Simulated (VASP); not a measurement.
# NaCl (Fm-3m) in VASP: notebook

One crystal, NaCl, is run at these levels: LDA, PBEsol; tasks: relaxation of cell and atoms.

Program: VASP 6.6.1. These are calculated values, not measurements. Logs are shortened: lines on timing, memory, paths and dates and some standing lists are left out, and cuts for length are marked.

### Step 1. The crystal as given

It takes space group Fm-3m (No. 225, cubic). The conventional cell has a = 5.620 Å, b = 5.620 Å, c = 5.620 Å, α = 90.00°, β = 90.00°, γ = 90.00°. Around Na (site symmetry m-3m) lie 6 Cl at 2.81 Å. Cl (site symmetry m-3m) has 6 Na at 2.81 Å as nearest neighbours.

### Step 2. Relaxation of cell and atoms, LDA, target pressure 6.66 GPa, at which the enthalpy is minimised

Contents of INCAR:

```
PREC = Accurate ; ENCUT = 600
EDIFF = 1E-6 ; ISMEAR = 0
SIGMA = 0.03 ; LREAL = F
LASPH = T ; NELM = 80
ALGO = Normal ; ISIF = 3
LWAVE = F ; LCHARG = F
GGA = CA ; IBRION = 2
NSW = 90 ; EDIFFG = -0.01
PSTRESS = 66.6
```

Contents of KPOINTS:

```
Automatic mesh
0
Gamma
  8 8 8
```

Contents of POSCAR:

```
NaCl
1.0
    0.0000000000      2.8100000000      2.8100000000
    2.8100000000      0.0000000000      2.8100000000
    2.8100000000      2.8100000000      0.0000000000
Na Cl
1 1
Direct
    0.0000000000      0.0000000000      0.0000000000
    0.5000000000      0.5000000000      0.5000000000
```

Potentials or basis: VASP PAW LDA potentials, release 64 (Na_pv, Cl).

Command:

```sh
$ cat potpaw_LDA.64/Na_pv/POTCAR potpaw_LDA.64/Cl/POTCAR > POTCAR
$ mpirun -np 1 vasp_std > vasp.out
```

OUTCAR:

```text
PREC = Accurate
   ENCUT = 600
   EDIFF = 1E-6
   ISMEAR = 0
   LREAL = F
   LASPH = T
   NELM = 80
   ISIF = 3
   GGA = CA
   IBRION = 2
   NSW = 90
   EDIFFG = -0.01
   PSTRESS = 66.6

 ion  position               nearest neighbor table
   1  0.000  0.000  0.000-
   2  0.500  0.500  0.500-

  LATTYP: Found a face centered cubic cell.
 ALAT       =     5.6200000000

  Lattice vectors:

 A1 = (   0.0000000000,   2.8100000000,   2.8100000000)
 A2 = (   2.8100000000,   0.0000000000,   2.8100000000)
 A3 = (   2.8100000000,   2.8100000000,   0.0000000000)

Analysis of symmetry for initial positions (statically):
=====================================================================
 Subroutine PRICEL returns:
 Original cell was already a primitive cell.

 Routine SETGRP: Setting up the symmetry group for a
 face centered cubic supercell.

 Subroutine GETGRP returns: Found 48 space group operations
 (whereof 48 operations were pure point group operations)
 out of a pool of 48 trial point group operations.

The static configuration has the point symmetry O_h .

Analysis of symmetry for dynamics (positions and initial velocities):
=====================================================================
 Subroutine PRICEL returns:
 Original cell was already a primitive cell.

 Routine SETGRP: Setting up the symmetry group for a
 face centered cubic supercell.

 Subroutine GETGRP returns: Found 48 space group operations
 (whereof 48 operations were pure point group operations)
 out of a pool of 48 trial point group operations.

The dynamic configuration has the point symmetry O_h .

 Subroutine INISYM returns: Found 48 space group operations
 (whereof 48 operations are pure point group operations),
 and found     1 'primitive' translations

----------------------------------------------------------------------------------------

                                     Primitive cell

  volume of cell :      44.3761

  direct lattice vectors                    reciprocal lattice vectors
     0.000000000  2.810000000  2.810000000    -0.177935943  0.177935943  0.177935943
     2.810000000  0.000000000  2.810000000     0.177935943 -0.177935943  0.177935943
     2.810000000  2.810000000  0.000000000     0.177935943  0.177935943 -0.177935943

  length of vectors
     3.973940110  3.973940110  3.973940110     0.308194094  0.308194094  0.308194094

  position of ions in fractional coordinates (direct lattice)
     0.000000000  0.000000000  0.000000000
     0.500000000  0.500000000  0.500000000
[... 29 lines left out ...]

 Found     29 irreducible k-points:

 Following reciprocal coordinates:
            Coordinates               Weight
  0.000000  0.000000  0.000000      1.000000
  0.125000  0.000000  0.000000      8.000000
  0.250000  0.000000  0.000000      8.000000
  0.375000  0.000000  0.000000      8.000000
  0.500000  0.000000  0.000000      4.000000
  0.125000  0.125000  0.000000      6.000000
[... 16 lines left out ...]
  0.500000  0.250000  0.125000     48.000000
 -0.375000  0.250000  0.125000     24.000000
 [... further k-points ...]
   k-points           NKPTS =     29   k-points in BZ     NKDIM =     29   number of bands    NBANDS=     11
   number of dos      NEDOS =    301   number of ions     NIONS =      2
   total plane-waves  NPLWV =  32768
   dimension x,y,z NGX =    32 NGY =   32 NGZ =   32
   dimension x,y,z NGXF=    64 NGYF=   64 NGZF=   64
   ions per type =               1   1
   NGX,Y,Z   is equivalent  to a cutoff of  13.39, 13.39, 13.39 a.u.
   NGXF,Y,Z  is equivalent  to a cutoff of  26.77, 26.77, 26.77 a.u.
 SYSTEM =  unknown system
   PREC   = accura    normal or accurate (medium, high low for compatibility)
   ISTART =      0    job   : 0-new  1-cont  2-samecut
   ICHARG =      2    charge: 1-file 2-atom 10-const
   ISPIN  =      1    spin polarized calculation?
   LNONCOLLINEAR =      F non collinear calculations
   LSORBIT =      F    spin-orbit coupling
   LASPH  =      T    aspherical Exc in radial PAW
   ENCUT  =  600.0 eV  44.10 Ry    6.64 a.u.   7.94  7.94  7.94*2*pi/ulx,y,z
   NELM   =     80;   NELMIN=  2; NELMDL= -5     # of ELM steps
   EDIFF  = 0.1E-05   stopping-criterion for ELM
   LREAL  =      F    real-space projection
   EDIFFG = -.1E-01   stopping-criterion for IOM
   NSW    =     90    number of steps for IOM
   IBRION =      2    ionic relax: 0-MD 1-quasi-New 2-CG
   NFREE  =      1    steps in history (QN), initial steepest desc. (CG)
   ISIF   =      3    stress and relaxation
   ISYM   =      2    0-nonsym 1-usesym 2-fastsym
   POTIM  = 0.5000    time-step for ionic-motion
   TEBEG  =    0.0;   TEEND  =   0.0 temperature during run
   PSTRESS=   66.6 pullay stress
   NELECT =      14.0000    total number of electrons
   NUPDOWN=      -1.0000    fix difference up-down
   EMIN   =  10.00;   EMAX   =-10.00  energy-range for DOS
   EFERMI =   0.00;   METHOD = LEGACY
   ISMEAR =     0;   SIGMA  =   0.03  broadening in eV -4-tet -1-fermi 0-gaus
   EFERMI_NEDOS =   21; number of points for ismear=-14 and -15
   IALGO  =     38    algorithm
   IMIX   =      4    mixing-type and parameters
     AMIX     =   0.40;   BMIX     =  1.00
     AMIX_MAG =   1.60;   BMIX_MAG =  1.00
  volume/ion in A,a.u.               =      22.19       149.73
  Fermi-wavevector in a.u.,A,eV,Ry     =   1.114469  2.106040 16.898985  1.242040
  Thomas-Fermi vector in A             =   2.251064
   LORBIT       =      0    0 simple, 1 ext, 2 COOP (PROOUT), +10 PAW based schemes
   GGA     = CA    functional components
   LHFCALC =     F    Hartree Fock is set to
   AEXX    =    0.0000 exact exchange contribution
   IVDW    =     0    specifies the selected vdW correction
   LEPSILON=     F    determine dielectric tensor
   LRPA    =     F    only Hartree local field effects (RPA)
 conjugate gradient relaxation of ions
 non-spin polarized calculation
 Gauss-broadening in eV      SIGMA  =   0.03
  energy-cutoff  :      600.00
  volume of cell :       44.38
 maximum number of plane-waves:      1494
   NGX = 15   NGY = 15   NGZ = 15

--------------------------------------- Ionic step        1  -------------------------------------------

 number of electron      14.0000000 magnetization

 Free energy of the ion-electron system (eV)
  ---------------------------------------------------
  ext. energy  EPLUGINS =         0.00000000
  ---------------------------------------------------
  free energy    TOTEN  =        -7.36326494 eV

  energy without entropy =       -7.36326494  energy(sigma->0) =       -7.36326494

 E-fermi :  -0.6999     XC(G=0):  -8.7669

 val. band max:       -0.8878093101   @ k =   0.0000   0.0000   0.0000
 cond. band min:       3.8506902617   @ k =   0.0000   0.0000   0.0000
 fundamental gap:      4.7384995718
 Fermi energy:        -0.6998529625
[... 832 lines left out ...]
--------------------------------------- Ionic step        5  -------------------------------------------

 number of electron      14.0000004 magnetization

 Free energy of the ion-electron system (eV)
  ---------------------------------------------------
  ext. energy  EPLUGINS =         0.00000000
  ---------------------------------------------------
  free energy    TOTEN  =        -7.28984223 eV

  energy without entropy =       -7.28984223  energy(sigma->0) =       -7.28984223

 E-fermi :   0.8563     XC(G=0):  -9.8013

 val. band max:        0.7137848584   @ k =   0.0000   0.0000   0.0000
 cond. band min:       6.5013399179   @ k =   0.0000   0.0000   0.0000
 fundamental gap:      5.7875550595
 Fermi energy:         0.8563294794
[... 369 lines left out ...]
  energy  without entropy=       -7.2898422299  energy(sigma->0) =       -7.28984223

  enthalpy is  TOTEN    =        -5.8233061653 eV   P V=        1.4665360646

 reached required accuracy - stopping structural energy minimisation
```

OSZICAR:

```text
N       E                     dE             d eps       ncg     rms          rms(c)
DAV:   1     0.103189710152E+03    0.10319E+03   -0.79307E+03   638   0.139E+03
DAV:   2     0.222550902174E+01   -0.10096E+03   -0.93724E+02   697   0.296E+02
DAV:   3    -0.734965449840E+01   -0.95752E+01   -0.95116E+01   767   0.906E+01
[... 38 lines left out ...]
DAV:   1    -0.729018787922E+01   -0.33899E-02   -0.77464E-03   710   0.143E+00    0.119E-01
DAV:   2    -0.728990614304E+01    0.28174E-03   -0.44098E-04   686   0.237E-01    0.488E-02
DAV:   3    -0.728984915190E+01    0.56991E-04   -0.11724E-04   722   0.128E-01    0.236E-02
DAV:   4    -0.728984236311E+01    0.67888E-05   -0.42155E-06   692   0.273E-02    0.184E-03
DAV:   5    -0.728984222991E+01    0.13320E-06   -0.52705E-07   328   0.728E-03
   5 F= -.58233062E+01 E0= -.58233062E+01  d E =-.206387E-04
```

CONTCAR:

```text
NaCl
   1.00000000000000
     0.0000000000000000    2.6031530432789394    2.6031530432789394
     2.6031530432789394   -0.0000000000000000    2.6031530432789394
     2.6031530432789394    2.6031530432789394    0.0000000000000000
  Na              Cl
     1     1
Direct
     0.0000000000000000    0.0000000000000000    0.0000000000000000
     0.5000000000000000    0.5000000000000000    0.5000000000000000

  0.00000000E+00  0.00000000E+00  0.00000000E+00
  0.00000000E+00  0.00000000E+00  0.00000000E+00
```

Run time: 18 s. Hardware: 1 thread of Intel Xeon Platinum 8375C at 2.90GHz (Ice Lake), shared host; peak memory 0.16 GiB.

What came out:

- Free energy: -7.2898 eV
- Relaxed volume: 17.64 Å³/atom
- Relaxed cell: a = 3.681 Å, b = 3.681 Å, c = 3.681 Å, α = 60.00°, β = 60.00°, γ = 60.00°
- Space group after relaxing (to 0.05 Å): Fm-3m (No. 225)
- Energy change on relaxing (the enthalpy is what falls): +36.7 meV/atom
- Ionic steps: 5
- Pressure after relaxing: 6.6 GPa
- Band gap on the k mesh: 5.79 eV, direct

The path:
```csv
step,energy change (eV),largest force (eV/Å),pressure (GPa),volume (Å³)
1,0.0000,0.0000,-2.19,44.38
2,0.0178,0.0000,4.05,36.96
3,0.0680,0.0000,6.33,35.41
4,0.0765,0.0000,6.78,35.21
5,0.0734,0.0000,6.63,35.28
```

Final structure:
```xyz
2
Lattice="0.0000 2.6032 2.6032 2.6032 0.0000 2.6032 2.6032 2.6032 0.0000" Properties=species:S:1:pos:R:3 pbc="T T T"
Na    0.0000    0.0000    0.0000
Cl    2.6032    2.6032    2.6032
```

Levels at points of the mesh, in eV from the valence-band top:
| k point | band 4 | band 5 | band 6 | band 7 | band 8 | band 9 | band 10 | band 11 |
| --- | --- | --- | --- | --- | --- | --- | --- | --- |
| (0.00, 0.00, 0.00) | -13.29 | 0.00 | 0.00 | 0.00 | 5.79 | 10.99 | 10.99 | 10.99 |
| (0.50, 0.00, 0.00) | -12.57 | -2.89 | -0.45 | -0.45 | 7.28 | 11.21 | 11.21 | 12.35 |
| (0.50, 0.50, 0.00) | -12.53 | -2.49 | -0.90 | -0.90 | 7.39 | 7.84 | 12.79 | 15.98 |

Caveat: the cell is relaxed towards a set pressure, so the enthalpy falls and the energy may rise; the volume moved by over 15 % at a fixed basis, so the end points are rough.

(Part 1 of 2 ends here.)
